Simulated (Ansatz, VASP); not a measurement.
# Pt in VASP and in Ansatz

```
Pt
1.0
     2.81481    0.00000    0.00000
    -1.40741    2.43770    0.00000
     0.00000    0.00000    4.88612
Pt
2
Direct
  0.33333 0.66667 0.25000
  0.66667 0.33333 0.75000
```

This isn't the form of Pt at room conditions, which is fcc.

Alike in both runs: task single point; functional r2SCAN; k mesh 11 × 11 × 6; occupations fermi-dirac, width 0.05 eV; no spin polarisation.

```csv
,VASP,Ansatz
version,VASP 6.6.1,Ansatz 0.2.0
potentials or method,"VASP PAW PBE potentials, release 64 (Pt)",Ansatz PAW
plane-wave cutoff (eV),520,500
valence electrons in the cell,20,36
```

```tsv
	VASP	Ansatz	Ansatz less VASP
gap on the k mesh at the Fermi level (eV)	none	none	-
pressure (GPa)	-17.3	-17.6	-0.35
largest component of the traceless stress (GPa)	1.48	1.67	+0.183
```

A gap of «none» marks a metal or a gap that the smearing closes. With one functional, cell and mesh, what is left measures potentials, basis and numerics. The two sets of potentials don't hold the same shells in valence.

Caveats: so large a pressure means that the cell lies far from this level's equilibrium, or that cutoff or potentials fall short (VASP); the potentials were made for another functional, which shifts forces and pressure (VASP); the PAW data sets come from PBE, with cores solved anew for the run's functional, which leaves a small shift of forces and pressure (Ansatz). The runs have no spin-orbit coupling, so splittings on Pt are missing.
